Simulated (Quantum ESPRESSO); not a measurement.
Here is a Quantum ESPRESSO 7.5 calculation.

File pw.in:

```
&CONTROL
  calculation = 'scf'
  prefix = 'pwscf'
  outdir = './tmp'
  pseudo_dir = './pseudo'
  tprnfor = .true.
  tstress = .true.
  disk_io = 'nowf'
/
&SYSTEM
  ibrav = 0
  nat = 1
  ntyp = 1
  ecutwfc = 55
  ecutrho = 440
  nbnd = 10
  occupations = 'smearing'
  smearing = 'fd'
  degauss = 0.00367493
/
&ELECTRONS
  conv_thr = 2d-10
  electron_maxstep = 120
  mixing_beta = 0.5
/
ATOMIC_SPECIES
Ca    40.0780 Ca_pbe_v1.uspp.F.UPF
CELL_PARAMETERS angstrom
   0.0226090000    2.8095600000    2.7447680000
   2.7524950000    0.0396230000    2.7277540000
   2.8498400000    2.8898890000   -0.0577210000
ATOMIC_POSITIONS crystal
Ca    -0.0007270000    0.0032390000   -0.0010580000
K_POINTS automatic
8 8 8 0 0 0
```

Potentials or basis: SSSP 1.3 efficiency PBE.

Launch:

```sh
$ OMP_NUM_THREADS=1 pw.x -in pw.in > pw.out
```

Problem. Predict the pressure.

Solution. -0.5 GPa.

Problem. Predict the band gap on the k mesh.

Solution. None (metal or under the smearing width).

Stress tensor (GPa, compression positive):
```
-0.52 -0.61  0.41
-0.61 -0.63  0.26
 0.41  0.26 -0.48
```
